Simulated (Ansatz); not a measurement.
Geometry optimisation in Ansatz: input, command and trajectory.

```yaml
crystal:
  lattice:
    - [5.365402, 0.128718, 0.024039]
    - [0.128718, 4.790569, -0.478732]
    - [0.024039, -0.478732, 5.203756]
  atoms:
    - { symbol: In, position: [0.1290426354, 0.1614458315, 0.2600421013] }
    - { symbol: In, position: [0.8150057554, 0.7500040371, 0.3004873376] }
    - { symbol: In, position: [0.0895084975, 0.8074181497, 0.750884081] }
    - { symbol: In, position: [0.4499340248, 0.3599319459, 0.8955189926] }
    - { symbol: O, position: [0.4550383429, 0.9472157874, 0.1345536071] }
    - { symbol: O, position: [0.0729016739, 0.5028651473, 0.068737697] }
    - { symbol: O, position: [0.1787328372, 0.387913686, 0.6125792735] }
    - { symbol: O, position: [0.7715509176, 0.1753232607, 0.6494442908] }
    - { symbol: O, position: [0.5292304098, 0.7666436453, 0.6656454791] }
    - { symbol: O, position: [0.5884554445, 0.4210743251, 0.26301003] }
  symmetry: { detect: false }
basis:
  ecutwfc: 420
kpoints:
  mp_grid: { grid: [3, 3, 3], shift: [0.0, 0.0, 0.0] }
hamiltonian:
  xc: pbe
scf:
  occupations: { method: gaussian, width: 0.1 }
  lower_state_search: "off"
output:
  forces: true
  stress: true
  eigenvalues: true
relax:
  adjacent_minimum: "off"
  f_tol: 0.04
  max_steps: 70
  cell: { stress_tol: 0.3 }
```

```bash
ansatz run input.yaml --threads 2 --pin off --max-ram 5120MiB --backend cpu --events-out ev --progress --plain --runs-dir out
```

Computed with Ansatz 0.2.0, DFT PBE, scalar-relativistic, plane waves, PAW.

Of 16 frames 10 are shown, positions in Å and forces in eV/Å; the SCF threshold varies from step to step. Steps run on the plane waves of an earlier cell, with a Pulay correction in the pressure. The basis is chosen afresh for the last frame, the zero of the energies, and can be on the way; energy and pressure step there, also at an unchanged geometry. Here that happened at step 13 (-22 meV/atom, 1.9 GPa); the frames before carry an error of that size. The mark taken_back stands on steps that the optimiser undid.

```xyz
10
Lattice="5.3654 0.1287 0.0240 0.1287 4.7906 -0.4787 0.0240 -0.4787 5.2038" Properties=species:S:1:pos:R:3:forces:R:3 pbc="T T T" step=1 free_energy_over_end_meV_per_atom=1029.91 pressure_GPa=12.33
In    0.7194    0.6655    1.2790   -0.3550    0.2930    0.7380
In    4.4766    3.5540    1.2242   -4.4540    1.5170    0.7500
In    0.6022    3.5200    3.5230    0.5080    0.8560    0.7000
In    2.4819    1.3535    4.4986    2.3890    0.0210   -1.4900
O     2.5666    4.5319    0.2577    0.5310   -0.5040   -0.9940
O     0.4575    2.3855    0.1187    0.6060    0.1120   -0.0030
O     1.0236    1.5881    3.0063    0.2340   -0.2340   -0.0360
O     4.1779    0.6283    3.3142    1.0000   -1.4550    0.0920
O     2.9542    3.4221    3.1096   -0.6630   -0.5000    0.1610
O     3.2178    1.9670    1.1812    0.2050   -0.1060    0.0830
10
Lattice="5.3568 0.4535 0.0808 0.4097 4.9320 -0.4116 0.0469 -0.3943 5.4521" Properties=species:S:1:pos:R:3:forces:R:3 pbc="T T T" step=3 free_energy_over_end_meV_per_atom=554.54 pressure_GPa=-1.25
In    0.7405    0.8708    1.4897   -0.0890    0.8540    0.5800
In    4.3157    4.0213    1.4282   -1.8820    0.3570    0.9750
In    0.9110    3.7732    3.8380    0.7330   -0.0660   -0.0060
In    2.8148    1.6273    4.6641    0.7800   -0.1520   -0.3820
O     2.7575    4.8247    0.2159   -1.1230    0.3990   -0.3220
O     0.6172    2.6406    0.2768   -0.2830    1.2490    0.1750
O     1.2059    1.7751    3.2388    0.0870   -0.1700    0.3530
O     4.4240    0.6938    3.5042    1.2400   -1.5730   -0.6460
O     3.0647    3.6565    3.3741   -0.5510   -0.1830    0.1030
O     3.3802    2.1925    1.2112    1.0880   -0.7140   -0.8300
10
Lattice="5.3128 0.5605 0.0728 0.5035 4.9720 -0.3201 0.0270 -0.2956 5.4755" Properties=species:S:1:pos:R:3:forces:R:3 pbc="T T T" step=4 free_energy_over_end_meV_per_atom=365.89 pressure_GPa=-3.05
In    0.6551    1.0188    1.5589   -0.4300    0.7380    0.1680
In    4.2056    4.1856    1.5180   -1.3110   -0.0330    0.9190
In    1.0288    3.8776    3.9690    0.7470   -0.4050    0.3730
In    2.8958    1.7335    4.6567    0.6150   -0.3380   -0.3020
O     2.6932    4.9600    0.2707   -1.2550    0.7920   -0.2140
O     0.6774    2.8539    0.3863   -0.4370    1.3050    0.1810
O     1.2121    1.8466    3.3325    0.1450   -0.1490    0.4520
O     4.4408    0.7334    3.4810    0.6630   -0.9320   -0.8700
O     3.1094    3.7570    3.4604   -0.1100   -0.2370   -0.1060
O     3.5375    2.2110    1.1655    1.3730   -0.7420   -0.6000
10
Lattice="5.3512 0.6080 0.0292 0.5496 4.9915 -0.1616 -0.0223 -0.1406 5.3076" Properties=species:S:1:pos:R:3:forces:R:3 pbc="T T T" step=6 free_energy_over_end_meV_per_atom=126.39 pressure_GPa=-0.91
In    0.5219    1.2241    1.5679   -0.2670    0.3180   -0.1730
In    4.0393    4.3125    1.5764   -0.3180   -0.1300    0.0020
In    1.1573    3.9609    4.0562    0.1810   -0.1060    0.4920
In    3.0566    1.7503    4.4036    0.5070   -0.5740   -0.2930
O     2.5473    5.1723    0.3513   -0.4670    0.6880   -0.2380
O     0.6119    3.2045    0.6142   -0.6070    0.7500    0.5030
O     1.2139    1.8833    3.3933    0.0810   -0.1420    0.4470
O     4.5351    0.6946    3.2379    0.1280   -0.2260   -0.5370
O     3.1679    3.7925    3.4449    0.1540   -0.2920    0.0620
O     3.7778    2.1926    1.0399    0.6070   -0.2860   -0.2670
10
Lattice="5.6463 0.5173 -0.0210 0.4852 4.7648 -0.0697 -0.0634 -0.0339 5.1415" Properties=species:S:1:pos:R:3:forces:R:3 pbc="T T T" step=8 free_energy_over_end_meV_per_atom=46.55 pressure_GPa=0.69
In    0.4711    1.2897    1.5380   -0.0440   -0.1850    0.0360
In    4.0399    4.1019    1.4961    0.0600    0.1240    0.0250
In    1.1954    3.8275    4.0894    0.0050    0.1390   -0.0690
In    3.2653    1.5139    4.0943    0.0060   -0.1210    0.0170
O     2.5066    5.0851    0.4202    0.0230   -0.0140   -0.0290
O     0.4186    3.3839    0.8328   -0.0240   -0.0280   -0.0090
O     1.2561    1.7366    3.4336   -0.0030   -0.0210    0.0320
O     4.8271    0.5584    3.0507   -0.0160    0.0080   -0.0140
O     3.2199    3.6172    3.3917   -0.0050    0.0530   -0.0020
O     4.1034    1.9975    0.8553   -0.0020    0.0440    0.0130
10
Lattice="5.8008 0.4798 -0.0120 0.4603 4.5258 -0.0644 -0.0521 0.0056 5.2450" Properties=species:S:1:pos:R:3:forces:R:3 pbc="T T T" step=9 free_energy_over_end_meV_per_atom=37.33 pressure_GPa=-0.38
In    0.4656    1.1767    1.5901   -0.0500   -0.0770    0.0200
In    4.1350    3.9458    1.5455    0.0840    0.0500    0.0080
In    1.2126    3.7128    4.1832    0.0890    0.0430   -0.0280
In    3.3424    1.4021    4.1972   -0.0830   -0.0010    0.0350
O     2.5427    4.8370    0.4621    0.0190   -0.0380   -0.0350
O     0.3774    3.2728    0.8377    0.0310    0.0500   -0.0010
O     1.3132    1.6206    3.4944   -0.0160   -0.0500   -0.0220
O     4.9611    0.5446    3.1336   -0.0040   -0.0090   -0.0120
O     3.2561    3.5059    3.4516   -0.0180    0.0870    0.0140
O     4.2484    1.8603    0.8473   -0.0520   -0.0550    0.0220
10
Lattice="6.0722 0.4133 -0.0234 0.4186 4.1074 -0.0863 -0.0574 0.0376 5.3854" Properties=species:S:1:pos:R:3:forces:R:3 pbc="T T T" step=11 free_energy_over_end_meV_per_atom=31.83 pressure_GPa=0.83 taken_back
In    0.4699    0.9941    1.6307   -0.0210    0.2120    0.2160
In    4.2900    3.6578    1.5684    0.0000   -0.1430    0.1830
In    1.2285    3.4688    4.2836   -0.1670   -0.1260   -0.0080
In    3.4630    1.2181    4.3147    0.1860    0.1770    0.0860
O     2.6025    4.3882    0.4677   -0.0260   -0.0300    0.0010
O     0.3266    3.0338    0.8215    0.1290   -0.2000   -0.0820
O     1.3828    1.4203    3.5598   -0.1920    0.1480   -0.1660
O     5.1782    0.4984    3.2371    0.0700   -0.0230   -0.0180
O     3.3236    3.2499    3.4985    0.1190   -0.1480   -0.1110
O     4.4521    1.6159    0.8446   -0.0980    0.1330   -0.1020
10
Lattice="5.9819 0.4365 -0.0170 0.4335 4.2362 -0.0831 -0.0532 0.0248 5.3508" Properties=species:S:1:pos:R:3:forces:R:3 pbc="T T T" step=13 free_energy_over_end_meV_per_atom=5.57 pressure_GPa=1.88
In    0.4636    1.0474    1.6264   -0.0100    0.0140   -0.0110
In    4.2464    3.7507    1.5699    0.0020   -0.0110   -0.0030
In    1.2270    3.5442    4.2541    0.0020   -0.0060   -0.0090
In    3.4255    1.2797    4.2932    0.0030    0.0030   -0.0100
O     2.5827    4.5186    0.4618   -0.0050    0.0070   -0.0060
O     0.3487    3.1036    0.8200    0.0120   -0.0050    0.0170
O     1.3560    1.4817    3.5368   -0.0070    0.0010    0.0060
O     5.1103    0.5118    3.2123   -0.0030    0.0070   -0.0070
O     3.3090    3.3332    3.4849    0.0130   -0.0040    0.0150
O     4.3773    1.6901    0.8510   -0.0070   -0.0070    0.0070
10
Lattice="6.1006 0.4392 0.0027 0.4392 4.1417 -0.0614 -0.0350 0.0621 5.4001" Properties=species:S:1:pos:R:3:forces:R:3 pbc="T T T" step=14 free_energy_over_end_meV_per_atom=1.31 pressure_GPa=0.65
In    0.4782    1.0221    1.6548   -0.0100   -0.0090   -0.0030
In    4.3325    3.7030    1.6228    0.0060    0.0120   -0.0020
In    1.2641    3.5146    4.3214    0.0130    0.0090   -0.0020
In    3.5108    1.2729    4.3564   -0.0100   -0.0120   -0.0040
O     2.6309    4.4234    0.5013    0.0020   -0.0020   -0.0170
O     0.3513    3.0466    0.8382    0.0030    0.0080    0.0090
O     1.4004    1.4728    3.5661   -0.0010   -0.0090    0.0120
O     5.2246    0.5318    3.2640   -0.0050    0.0010   -0.0150
O     3.3838    3.2968    3.5394    0.0030    0.0120    0.0100
O     4.4686    1.6615    0.8675   -0.0010   -0.0100    0.0110
10
Lattice="6.1427 0.4356 0.0095 0.4369 4.1212 -0.0571 -0.0280 0.0699 5.4116" Properties=species:S:1:pos:R:3:forces:R:3 pbc="T T T" step=16 free_energy_over_end_meV_per_atom=0.00 pressure_GPa=0.05
In    0.4817    1.0154    1.6617   -0.0010   -0.0020   -0.0020
In    4.3602    3.6909    1.6354    0.0010    0.0020   -0.0030
In    1.2749    3.5080    4.3363    0.0000    0.0020   -0.0010
In    3.5389    1.2680    4.3722    0.0010   -0.0020    0.0000
O     2.6444    4.4006    0.5104    0.0010    0.0000   -0.0030
O     0.3499    3.0347    0.8420    0.0010    0.0020    0.0020
O     1.4142    1.4689    3.5740    0.0000   -0.0020    0.0040
O     5.2650    0.5321    3.2781   -0.0010    0.0000   -0.0030
O     3.4072    3.2873    3.5526    0.0010    0.0030    0.0030
O     4.4996    1.6519    0.8731   -0.0010   -0.0020    0.0030
```

The run took 100 s on 2 threads of Arm Neoverse V2, with other jobs on the host, peak memory 0.42 GiB.

The k mesh is coarse. Spin polarisation was left out, and a magnetic state may lie lower.